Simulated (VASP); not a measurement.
# BP (F-43m) in VASP: a series of runs, part 2 of 2

VASP 6.6.1. The steps go on from the part before.

## (4) Band structure, AM05

Contents of POSCAR:

```
BP
1.0
    0.0000000000      2.2690000000      2.2690000000
    2.2690000000      0.0000000000      2.2690000000
    2.2690000000      2.2690000000      0.0000000000
P B
1 1
Direct
    0.7500000000      0.7500000000      0.7500000000
    0.0000000000      0.0000000000      0.0000000000
```

Contents of INCAR.step1:

```
ALGO = Normal
EDIFF = 1E-7
ENCUT = 520
GGA = AM
ISIF = 2
ISMEAR = -1
LASPH = True
LCHARG = True
LREAL = False
LWAVE = False
NBANDS = 11
NELM = 60
PREC = Accurate
SIGMA = 0.05
```

Contents of KPOINTS.step1:

```
k-points
0
Gamma
  10 10 10
```

Contents of INCAR.step2:

```
ALGO = Normal
EDIFF = 1E-7
ENCUT = 520
GGA = AM
ICHARG = 11
ISIF = 2
ISMEAR = 0
LASPH = True
LCHARG = False
LREAL = False
LWAVE = False
NBANDS = 11
NELM = 60
PREC = Accurate
SIGMA = 0.05
```

Contents of KPOINTS.step2:

```
path GXWKGLUWLK,UX
10
line-mode
reciprocal
 0.0000000000  0.0000000000  0.0000000000  G
 0.5000000000  0.0000000000  0.5000000000  X

 0.5000000000  0.0000000000  0.5000000000  X
 0.5000000000  0.2500000000  0.7500000000  W

 0.5000000000  0.2500000000  0.7500000000  W
 0.3750000000  0.3750000000  0.7500000000  K

 0.3750000000  0.3750000000  0.7500000000  K
 0.0000000000  0.0000000000  0.0000000000  G

 0.0000000000  0.0000000000  0.0000000000  G
 0.5000000000  0.5000000000  0.5000000000  L

 0.5000000000  0.5000000000  0.5000000000  L
 0.6250000000  0.2500000000  0.6250000000  U

 0.6250000000  0.2500000000  0.6250000000  U
 0.5000000000  0.2500000000  0.7500000000  W

 0.5000000000  0.2500000000  0.7500000000  W
 0.5000000000  0.5000000000  0.5000000000  L

 0.5000000000  0.5000000000  0.5000000000  L
 0.3750000000  0.3750000000  0.7500000000  K

 0.6250000000  0.2500000000  0.6250000000  U
 0.5000000000  0.0000000000  0.5000000000  X
```

Launch:

```
$ cat potpaw_PBE.64/P/POTCAR potpaw_PBE.64/B/POTCAR > POTCAR
$ cp INCAR.step1 INCAR
$ cp KPOINTS.step1 KPOINTS
$ mpirun -np 1 vasp_std > vasp.out
$ cp INCAR.step2 INCAR
$ cp KPOINTS.step2 KPOINTS
$ mpirun -np 1 vasp_std > vasp.out
```

Wall time 18 s (1 thread of AMD EPYC 7R13 (Zen 3), shared host); peak memory 0.11 GiB.

Results (log left out):

```yaml
Band_gap_on_the_k_mesh: 1.14 eV, indirect (least direct gap 3.33 eV)
Band_gap_along_the_path: 1.15 eV, indirect (least direct gap 3.33 eV)
```

Levels at the corners of the path, in eV from the valence-band top:
| point | band 1 | band 2 | band 3 | band 4 | band 5 | band 6 | band 7 | band 8 | band 9 |
| --- | --- | --- | --- | --- | --- | --- | --- | --- | --- |
| Γ | -15.49 | 0.00 | 0.00 | 0.00 | 3.33 | 3.33 | 3.33 | 7.40 | 11.36 |
| X | -10.61 | -8.60 | -4.16 | -4.16 | 1.24 | 1.54 | 12.08 | 12.08 | 15.18 |
| X | -10.61 | -8.60 | -4.16 | -4.16 | 1.24 | 1.54 | 12.08 | 12.08 | 15.18 |
| W | -10.33 | -8.05 | -5.75 | -5.54 | 5.26 | 6.67 | 7.19 | 7.41 | 12.82 |
| W | -10.33 | -8.05 | -5.75 | -5.54 | 5.26 | 6.67 | 7.19 | 7.41 | 12.82 |
| K | -10.61 | -8.17 | -6.31 | -3.54 | 2.05 | 5.92 | 9.68 | 10.59 | 11.59 |
| K | -10.61 | -8.17 | -6.31 | -3.54 | 2.05 | 5.92 | 9.68 | 10.59 | 11.59 |
| Γ | -15.49 | 0.00 | 0.00 | 0.00 | 3.33 | 3.33 | 3.33 | 7.40 | 11.36 |
| Γ | -15.49 | 0.00 | 0.00 | 0.00 | 3.33 | 3.33 | 3.33 | 7.40 | 11.36 |
| L | -12.14 | -9.09 | -1.78 | -1.78 | 3.76 | 4.63 | 4.63 | 9.97 | 14.58 |
| L | -12.14 | -9.09 | -1.78 | -1.78 | 3.76 | 4.63 | 4.63 | 9.97 | 14.58 |
| U | -10.61 | -8.17 | -6.31 | -3.54 | 2.05 | 5.92 | 9.68 | 10.59 | 11.59 |
| U | -10.61 | -8.17 | -6.31 | -3.54 | 2.05 | 5.92 | 9.68 | 10.59 | 11.59 |
| W | -10.33 | -8.05 | -5.75 | -5.54 | 5.26 | 6.67 | 7.19 | 7.41 | 12.82 |
| W | -10.33 | -8.05 | -5.75 | -5.54 | 5.26 | 6.67 | 7.19 | 7.41 | 12.82 |
| L | -12.14 | -9.09 | -1.78 | -1.78 | 3.76 | 4.63 | 4.63 | 9.97 | 14.58 |
| L | -12.14 | -9.09 | -1.78 | -1.78 | 3.76 | 4.63 | 4.63 | 9.97 | 14.58 |
| K | -10.61 | -8.17 | -6.31 | -3.54 | 2.05 | 5.92 | 9.68 | 10.59 | 11.59 |
| U | -10.61 | -8.17 | -6.31 | -3.54 | 2.05 | 5.92 | 9.68 | 10.59 | 11.59 |
| X | -10.61 | -8.60 | -4.16 | -4.16 | 1.24 | 1.54 | 12.08 | 12.08 | 15.18 |

Caveat: the log is that of the step along the path at fixed density, whose energy, stress, charges and moments have no meaning; the PAW data sets were made with another functional, which shifts forces and pressure a little.

## (5) Band structure, PW91

POSCAR is that of step 4.

INCAR.step1: that of step 4 with these lines changed.

```diff
@@ -3,3 +3,3 @@
 ENCUT = 520
-GGA = AM
+GGA = 91
 ISIF = 2
```

KPOINTS.step1 is that of step 4.

INCAR.step2: that of step 4 with these lines changed.

```diff
@@ -3,3 +3,3 @@
 ENCUT = 520
-GGA = AM
+GGA = 91
 ICHARG = 11
```

KPOINTS.step2 is that of step 4.

Potentials or basis: VASP PAW PBE potentials, release 64 (P, B).

Launch:

```
$ cat potpaw_PBE.64/P/POTCAR potpaw_PBE.64/B/POTCAR > POTCAR
$ cp INCAR.step1 INCAR
$ cp KPOINTS.step1 KPOINTS
$ mpirun -np 1 vasp_std > vasp.out
$ cp INCAR.step2 INCAR
$ cp KPOINTS.step2 KPOINTS
$ mpirun -np 1 vasp_std > vasp.out
```

OUTCAR:

```text
EDIFF = 1E-7
   ENCUT = 520
   GGA = 91
   ICHARG = 11
   ISIF = 2
   ISMEAR = 0
   LASPH = True
   LREAL = False
   NELM = 60
   PREC = Accurate

 ion  position               nearest neighbor table
   1  0.750  0.750  0.750-   2 1.97   2 1.97   2 1.97   2 1.97
   2  0.000  0.000  0.000-   1 1.97   1 1.97   1 1.97   1 1.97

  LATTYP: Found a face centered cubic cell.
 ALAT       =     4.5380000000

  Lattice vectors:

 A1 = (   0.0000000000,   2.2690000000,   2.2690000000)
 A2 = (   2.2690000000,   0.0000000000,   2.2690000000)
 A3 = (   2.2690000000,   2.2690000000,   0.0000000000)

Analysis of symmetry for initial positions (statically):
=====================================================================
 Subroutine PRICEL returns:
 Original cell was already a primitive cell.

 Routine SETGRP: Setting up the symmetry group for a
 face centered cubic supercell.

 Subroutine GETGRP returns: Found 24 space group operations
 (whereof 24 operations were pure point group operations)
 out of a pool of 48 trial point group operations.

The static configuration has the point symmetry T_d .

[... 166 lines left out ...]
      3       7.3819      2.00000
      4       7.3819      2.00000
      5      10.8131      0.00000
      6      10.8131      0.00000
      7      10.8131      0.00000
      8      14.7650      0.00000
      9      18.8978      0.00000
     10      19.5704      0.00000
     11      19.5704      0.00000
[... 309 lines left out ...]
 k-point    24 :       0.4583    0.2917    0.7500
  band No.  band energies     occupation
      1      -3.0229      2.00000
      2      -0.6728      2.00000
      3       1.4692      2.00000
      4       2.5223      2.00000
      5      11.7487      0.00000
      6      13.6067      0.00000
      7      15.4476      0.00000
      8      15.9065      0.00000
      9      19.9119      0.00000
     10      22.7660      0.00000
     11      24.5357      0.00000

 [... further k-points ...]

------------------------ aborting loop because EDIFF is reached ----------------------------------------

  FORCE on cell =-STRESS in cart. coord.  units (eV):
  Direction    XX          YY          ZZ          XY          YZ          ZX
  --------------------------------------------------------------------------------------
  -------------------------------------------------------------------------------------
  Total       -0.2196817     -0.2196817     -0.2196817      0.0000000      0.0000000     -0.0000000
  in kB      -15.0650622    -15.0650622    -15.0650622      0.0000000      0.0000000     -0.0000000
  external PRESSURE =     -15.0650622 kB  Pullay stress =       0.0000000 kB

 VOLUME and BASIS-vectors are now :
 -----------------------------------------------------------------------------
  energy-cutoff  :      520.00
  volume of cell :       23.36
      direct lattice vectors                 reciprocal lattice vectors
     0.000000000  2.269000000  2.269000000    -0.220361393  0.220361393  0.220361393
     2.269000000  0.000000000  2.269000000     0.220361393 -0.220361393  0.220361393
     2.269000000  2.269000000  0.000000000     0.220361393  0.220361393 -0.220361393

 POSITION                                       TOTAL-FORCE (eV/Angst)
 -----------------------------------------------------------------------------------
      3.40350      3.40350      3.40350        -0.000000     -0.000000     -0.000000
      0.00000      0.00000      0.00000         0.000000      0.000000      0.000000
 -----------------------------------------------------------------------------------
    total drift:                               -0.000000     -0.000000     -0.000000

  FREE ENERGIE OF THE ION-ELECTRON SYSTEM (eV)
  ---------------------------------------------------
  free  energy   TOTEN  =       -13.2529433377 eV

  energy  without entropy=      -13.2529433377  energy(sigma->0) =      -13.25294334
```

OSZICAR.step1:

```text
N       E                     dE             d eps       ncg     rms          rms(c)
DAV:   1     0.928683923634E+01    0.92868E+01   -0.39373E+03  1034   0.660E+02
DAV:   2    -0.130054436580E+02   -0.22292E+02   -0.21188E+02  1364   0.109E+02
DAV:   3    -0.136345509754E+02   -0.62911E+00   -0.62716E+00  1330   0.158E+01
DAV:   4    -0.136371891383E+02   -0.26382E-02   -0.26378E-02  1148   0.115E+00
DAV:   5    -0.136372028932E+02   -0.13755E-04   -0.13755E-04  1293   0.858E-02    0.692E+00
DAV:   6    -0.130315946760E+02    0.60561E+00   -0.13725E+00  1181   0.505E+00    0.371E+00
DAV:   7    -0.129375429356E+02    0.94052E-01   -0.23754E-01  1274   0.241E+00    0.130E+00
DAV:   8    -0.129292976689E+02    0.82453E-02   -0.27629E-02  1196   0.931E-01    0.206E-01
DAV:   9    -0.129295400233E+02   -0.24235E-03   -0.68417E-04  1204   0.180E-01    0.142E-01
DAV:  10    -0.129296807692E+02   -0.14075E-03   -0.21021E-04  1153   0.898E-02    0.291E-02
DAV:  11    -0.129296885105E+02   -0.77413E-05   -0.86581E-06  1329   0.193E-02    0.360E-02
DAV:  12    -0.129296891624E+02   -0.65186E-06   -0.45457E-06  1157   0.984E-03    0.168E-02
DAV:  13    -0.129296890963E+02    0.66014E-07   -0.13307E-07   905   0.243E-03
   1 F= -.12929689E+02 E0= -.12929689E+02  d E =-.368129E-07
```

Run time: 16 s. Hardware: 1 thread of AMD EPYC 7R13 (Zen 3), shared host; peak memory 0.11 GiB.

What came out:

```
Band gap on the k mesh  : 1.27 eV, indirect (least direct gap 3.43 eV)
Band gap along the path : 1.28 eV, indirect (least direct gap 3.43 eV)
```

Levels at the corners of the path, in eV from the valence-band top:
```
point  band 1  band 2  band 3  band 4  band 5  band 6  band 7  band 8  band 9
    Γ  -15.43    0.00    0.00    0.00    3.43    3.43    3.43    7.38   11.52
    X  -10.58   -8.56   -4.10   -4.10    1.37    1.69   12.13   12.13   15.21
    X  -10.58   -8.56   -4.10   -4.10    1.37    1.69   12.13   12.13   15.21
    W  -10.31   -8.04   -5.65   -5.45    5.36    6.79    7.27    7.49   12.86
    W  -10.31   -8.04   -5.65   -5.45    5.36    6.79    7.27    7.49   12.86
    K  -10.59   -8.14   -6.20   -3.49    2.18    6.03    9.76   10.64   11.64
    K  -10.59   -8.14   -6.20   -3.49    2.18    6.03    9.76   10.64   11.64
    Γ  -15.43    0.00    0.00    0.00    3.43    3.43    3.43    7.38   11.52
    Γ  -15.43    0.00    0.00    0.00    3.43    3.43    3.43    7.38   11.52
    L  -12.11   -9.01   -1.75   -1.75    3.80    4.75    4.75   10.15   14.66
    L  -12.11   -9.01   -1.75   -1.75    3.80    4.75    4.75   10.15   14.66
    U  -10.59   -8.14   -6.20   -3.49    2.18    6.03    9.76   10.64   11.64
    U  -10.59   -8.14   -6.20   -3.49    2.18    6.03    9.76   10.64   11.64
    W  -10.31   -8.04   -5.65   -5.45    5.36    6.79    7.27    7.49   12.86
    W  -10.31   -8.04   -5.65   -5.45    5.36    6.79    7.27    7.49   12.86
    L  -12.11   -9.01   -1.75   -1.75    3.80    4.75    4.75   10.15   14.66
    L  -12.11   -9.01   -1.75   -1.75    3.80    4.75    4.75   10.15   14.66
    K  -10.59   -8.14   -6.20   -3.49    2.18    6.03    9.76   10.64   11.64
    U  -10.59   -8.14   -6.20   -3.49    2.18    6.03    9.76   10.64   11.64
    X  -10.58   -8.56   -4.10   -4.10    1.37    1.69   12.13   12.13   15.21
```

Caveat: the log is that of the step along the path at fixed density, whose energy, stress, charges and moments have no meaning; the PAW data sets were made with another functional, which shifts forces and pressure a little.

## (6) Band structure, r2SCAN

Contents of INCAR:

```
ALGO = Normal
EDIFF = 1E-7
ENCUT = 520
ISIF = 2
ISMEAR = -1
LASPH = True
LCHARG = False
LMIXTAU = True
LREAL = False
LWAVE = False
METAGGA = R2SCAN
NBANDS = 11
NELM = 60
PREC = Accurate
SIGMA = 0.05
```

Contents of KPOINTS:

```
k-points
0
Gamma
  10 10 10
```

POSCAR is that of step 5.

Contents of KPOINTS_OPT:

```
path GXWKGLUWLK,UX
10
line-mode
reciprocal
 0.0000000000  0.0000000000  0.0000000000  G
 0.5000000000  0.0000000000  0.5000000000  X

 0.5000000000  0.0000000000  0.5000000000  X
 0.5000000000  0.2500000000  0.7500000000  W

 0.5000000000  0.2500000000  0.7500000000  W
 0.3750000000  0.3750000000  0.7500000000  K

 0.3750000000  0.3750000000  0.7500000000  K
 0.0000000000  0.0000000000  0.0000000000  G

 0.0000000000  0.0000000000  0.0000000000  G
 0.5000000000  0.5000000000  0.5000000000  L

 0.5000000000  0.5000000000  0.5000000000  L
 0.6250000000  0.2500000000  0.6250000000  U

 0.6250000000  0.2500000000  0.6250000000  U
 0.5000000000  0.2500000000  0.7500000000  W

 0.5000000000  0.2500000000  0.7500000000  W
 0.5000000000  0.5000000000  0.5000000000  L

 0.5000000000  0.5000000000  0.5000000000  L
 0.3750000000  0.3750000000  0.7500000000  K

 0.6250000000  0.2500000000  0.6250000000  U
 0.5000000000  0.0000000000  0.5000000000  X
```

Potentials or basis: VASP PAW PBE potentials, release 64 (P, B).

Launch:

```
$ cat potpaw_PBE.64/P/POTCAR potpaw_PBE.64/B/POTCAR > POTCAR
$ mpirun -np 1 vasp_std > vasp.out
```

Run time: 85 s. Hardware: 1 thread of AMD EPYC 7R13 (Zen 3), shared host; peak memory 0.12 GiB.

Results (log left out):

```yaml
Free_energy: -17.3113 eV
Pressure: -0.7 GPa
Band_gap_on_the_k_mesh: 1.45 eV, indirect (least direct gap 3.64 eV)
Band_gap_along_the_path: 1.46 eV, indirect (least direct gap 3.64 eV)
```

Levels at the corners of the path, in eV from the valence-band top:
```
point  band 2  band 3  band 4  band 5  band 6  band 7
    Γ    0.00    0.00    0.00    3.64    3.64    3.64
    X   -9.13   -4.34   -4.34    1.54    1.91   13.06
    X   -9.13   -4.34   -4.34    1.54    1.91   13.06
    W   -8.61   -5.92   -5.72    5.78    7.19    7.81
    W   -8.61   -5.92   -5.72    5.78    7.19    7.81
    K   -8.69   -6.50   -3.70    2.40    6.45   10.43
    K   -8.69   -6.50   -3.70    2.40    6.45   10.43
    Γ    0.00    0.00    0.00    3.64    3.64    3.64
    Γ    0.00    0.00    0.00    3.64    3.64    3.64
    L   -9.50   -1.87   -1.87    4.14    5.03    5.03
    L   -9.50   -1.87   -1.87    4.14    5.03    5.03
    U   -8.69   -6.50   -3.70    2.40    6.45   10.43
    U   -8.69   -6.50   -3.70    2.40    6.45   10.43
    W   -8.61   -5.92   -5.72    5.78    7.19    7.81
    W   -8.61   -5.92   -5.72    5.78    7.19    7.81
    L   -9.50   -1.87   -1.87    4.14    5.03    5.03
    L   -9.50   -1.87   -1.87    4.14    5.03    5.03
    K   -8.69   -6.50   -3.70    2.40    6.45   10.43
    U   -8.69   -6.50   -3.70    2.40    6.45   10.43
    X   -9.13   -4.34   -4.34    1.54    1.91   13.06
```

Caveat: the PAW data sets were made with another functional, which shifts forces and pressure a little. r2SCAN opens gaps a little over a GGA but as a rule still falls short of measured ones.

## (7) For comparison

An earlier run on the cell as given: functional PBEsol; potentials or basis VASP PAW PBE potentials, release 64 (P, B); cutoff 520 eV; k mesh 10 × 10 × 10; occupations fermi-dirac, width 0.05 eV; no spin polarisation.

* Pressure: -1.9 GPa
* Band gap on the k mesh: 1.13 eV, indirect (least direct gap 3.36 eV)

## (8) Overview

```csv
task,level,ladder,gap on the mesh (eV),pressure (GPa)
band structure,revPBE,-,1.24,-
band structure,BLYP,-,1.54,-
band structure,AM05,-,1.14,-
band structure,PW91,-,1.27,-
band structure,r2SCAN,-,1.45,-0.7
single point,PBEsol,free,1.13,-1.9
```

Alike in all rows: potentials or basis VASP PAW PBE potentials, release 64 (P, B); no spin polarisation; cell as given; k mesh 10 × 10 × 10; cutoff (eV) 520; smearing fermi-dirac 0.05 eV.

On the cell as given the gap runs from 1.13 eV (PBEsol) to 1.54 eV (BLYP).

Caveats: the PAW data sets were made with another functional, which shifts forces and pressure a little.

Total energies depend on the potentials used, so only differences within one code and one set of settings carry meaning.
